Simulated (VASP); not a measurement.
Input of a VASP 6.6.1 run:

Contents of INCAR:

```
PREC     = Accurate       # precision mode
ENCUT    = 520            # plane-wave cutoff, eV
EDIFF    = 1E-6           # SCF threshold, eV
ISMEAR   = 0              # smearing method
SIGMA    = 0.02           # smearing width, eV
LREAL    = F              # projectors in reciprocal space
LASPH    = T              # aspherical terms in the spheres
NELM     = 80             # most SCF steps
ALGO     = Normal         # electronic algorithm
ISIF     = 2              # what is computed and relaxed
LWAVE    = F              # write WAVECAR
LCHARG   = T              # write CHGCAR
MAGMOM   = 0 0 0 0 0 0    # initial moments
LORBIT   = 11             # projections on sites
LSORBIT  = T              # spin-orbit coupling
GGA_COMPAT= F            
GGA      = PE             # functional
LVHAR    = T            
KPAR     = 4
```

KPOINTS

```
Automatic mesh
0
Gamma
  10 10 10
```

File POSCAR:

```
MgS                                     
1.0
    0.0000000000      2.6116204705      2.6116204705
    2.6116204705      0.0000000000      2.6116204705
    2.6116204705      2.6116204705     -0.0000000000
  Mg              S             
     1     1
Direct
     0.0000000000000000    0.0000000000000000    0.0000000000000000
     0.5000000000000000    0.5000000000000000    0.5000000000000000
```

Potentials or basis: VASP PAW PBE potentials, release 64 (Mg, S).

Command:

```bash
$ cat potpaw_PBE.64/Mg/POTCAR potpaw_PBE.64/S/POTCAR > POTCAR
$ mpirun -np 4 vasp_ncl > vasp.out
```

(1) What does it give for the net moment?

(2) Predict the pressure.

Results:

(1) 0.00 μB per cell.

(2) 0.0 GPa.
